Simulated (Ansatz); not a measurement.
Density of states of CuO (Cccm, a = 4.183 Å, b = 4.199 Å, c = 5.173 Å, α = 90.00°, β = 90.00°, γ = 90.00°), in states per eV and primitive cell, averaged over bins of 0.5 eV. The calculation used DFT PBE+U, scalar-relativistic, plane waves, PAW in Ansatz.

Plane waves to 420 eV, a k mesh through Γ of 14×14×8 on the computed 4-atom cell and Gaussian smearing (0.10 eV); U_eff Cu 4.00 eV on the d shells (Löwdin-orthogonalised atomic orbitals); no spin polarisation.

The cell is relaxed at this level. The states (both spins) are summed by tetrahedra on a 21×21×12 mesh at the self-consistent density. Energies are bin centres; the table starts no lower than −8 eV and ends at 6 eV, or lower where the solved bands end.

It is a metal at this level.

```csv
E − E_F (eV),total,Cu 3d,O 2p,Cu 4s,O 2s
-7.70,0.24,0.07,0.14,0.02,0.00
-7.20,0.62,0.20,0.37,0.05,0.00
-6.70,2.62,0.88,1.51,0.20,0.01
-6.20,3.15,1.17,1.75,0.19,0.02
-5.70,4.86,2.17,2.51,0.11,0.02
-5.20,5.63,2.78,2.71,0.06,0.02
-4.70,2.58,1.49,1.02,0.04,0.02
-4.20,5.40,3.94,1.30,0.11,0.03
-3.70,10.90,10.23,0.54,0.09,0.02
-3.20,6.38,5.44,0.77,0.09,0.04
-2.70,6.69,4.02,2.20,0.36,0.05
-2.20,6.24,2.81,3.15,0.19,0.01
-1.70,0.80,0.42,0.32,0.03,0.01
-1.20,0.41,0.27,0.11,0.00,0.03
-0.70,1.63,0.89,0.59,0.03,0.09
-0.20,2.02,0.96,0.92,0.03,0.08
0.30,2.62,1.11,1.43,0.02,0.03
0.80,1.18,0.46,0.70,0.00,0.00
1.30,0.03,0.01,0.02,0.00,0.00
1.80,0.04,0.00,0.00,0.02,0.01
2.30,0.10,0.01,0.01,0.05,0.03
2.80,0.20,0.01,0.03,0.09,0.04
3.30,0.36,0.02,0.05,0.14,0.04
3.80,0.59,0.02,0.09,0.23,0.05
4.30,1.51,0.04,0.20,0.49,0.08
4.80,1.51,0.04,0.19,0.46,0.05
5.30,1.10,0.03,0.18,0.56,0.03
```

The columns after the total are the Löwdin projections on the occupied valence shells of the potentials. The rest of the total lies in shells that are empty in the free atom, which aren't projected, and between the atoms.

Spin polarisation was left out, and a magnetic state may lie lower.

A ferromagnetic start lost its moments in a first run, so spin was left out; other magnetic orders weren't tried.

This form isn't the usual stable structure of the compound.

Cost: 1 run of about 2.7 core-minutes, on Arm Neoverse V2 (shared hosts).